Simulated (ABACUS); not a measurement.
## Cu under changes of volume

One of the cells (11.810 Å³/atom); the others are scaled copies at fixed shape and fractional positions:

```
Cu
1.0
     0.00000    1.80750    1.80750
     1.80750    0.00000    1.80750
     1.80750    1.80750    0.00000
Cu
1
Direct
  0.00000 0.00000 0.00000
```

| Quantity | Value |
| --- | --- |
| Program | ABACUS 3.10.1 |
| Functional | PBEsol |
| Potentials or basis | PseudoDojo NC SR 0.4.1 PBEsol standard |
| Cutoff | 1252 eV |
| Density cutoff | 5007 eV |
| Basis | plane waves |
| k mesh | 13 × 13 × 13 |
| Occupations | fermi-dirac, width 0.05 eV |
| Spin | no spin polarisation |

```csv
volume (Å³/atom),energy over the lowest point (meV/atom),pressure (GPa)
11.102,1.75,3.0
11.338,0.00,-0.7
11.574,3.43,-4.0
11.810,?,?
12.047,23.45,-9.5
12.283,39.02,-11.7
12.519,57.70,-13.7
```

Q: What does the run at 11.810 Å³/atom give?

A: Energy over the lowest point 11.43 meV/atom; pressure -6.9 GPa.

Worked out: A Birch-Murnaghan fit of order 3 (a polynomial in V^(-2/3)) to the other rows has its minimum at 11.30 Å³/atom with B0 = V·E''(V) = 171 GPa and B' = 5.0. It gives 11.40 meV/atom at 11.810 Å³/atom, against the run's 11.43, and -dE/dV = -6.8 GPa, against -6.9.

Energies are extrapolated to zero smearing.
